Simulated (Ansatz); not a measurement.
GaSb: elastic constants with LDA

**Experimental background.**

From a printed reference work, data compilation, for a bulk crystal of GaSb at 4.2 K: band gap 0.811 eV (direct).

GaSb:

```
Sb Ga
1.0
     0.00000    3.05900    3.05900
     3.05900    0.00000    3.05900
     3.05900    3.05900    0.00000
Sb Ga
1 1
Direct
  0.75000 0.75000 0.75000
  0.00000 0.00000 0.00000
```

```json
{"Program": "Ansatz 0.2.0", "Task": "elastic constants", "Functional": "LDA", "Potentials or basis": "Ansatz PAW", "Cutoff": "420 eV (not typed: the program's choice for these potentials)", "k mesh": "6 × 6 × 6", "Occupations": "fermi-dirac, width 0.05 eV", "Spin": "no spin polarisation", "Atoms under strain": "relaxed"}
```

- Pressure: -1.6 GPa
- Band gap on the k mesh: none (metal or under the smearing width)
- Elastic constants C11, C12, C44: 76, 33, 36 GPa
- Voigt bulk modulus: 47 GPa

Levels at points of the mesh, in eV from the Fermi level:
```csv
k point,band 10,band 11,band 12,band 13,band 14,band 15,band 16,band 17,band 18
"(0.00, 0.00, 0.00)",-15.10,-11.57,-0.21,-0.03,-0.03,-0.03,2.74,2.74,2.74
"(0.00, 0.00, -0.50)",-15.10,-9.96,-6.44,-1.18,-1.18,0.24,3.71,3.71,6.30
"(0.00, -0.50, -0.50)",-15.09,-9.15,-6.88,-2.60,-2.60,0.80,1.13,8.59,8.59
```

Elastic tensor in Voigt notation (GPa, in the Cartesian axes of the cell as first typed):
```
76 33 33  0  0  0
33 76 33  0  0  0
33 33 76  0  0  0
 0  0  0 36  0  0
 0  0  0  0 36  0
 0  0  0  0  0 36
```

Wall time 18 s on 2 threads of Arm Neoverse V1, on a shared host, peak memory 0.38 GiB.

A measured gap of GaSb is 0.811 eV (direct; 4.2 K; a printed reference work, data compilation); the calculated 0.00 eV misses it by -0.81 eV. Spin-orbit coupling on Ga, Sb is left out. The value is that of LDA on a finite k mesh, which can miss the band edges, without temperature or zero-point motion. Semilocal functionals fall short of measured gaps as a rule.

Caveat: elastic constants of metals need much finer meshes, so these are rough; the PAW data sets come from PBE, with cores solved anew for the run's functional, which leaves a small shift of forces and pressure; this crystal is a semiconductor, whose small gap the functional closes, so the metal is an error of the method. Spin-orbit coupling is left out, which matters for the levels of Sb.
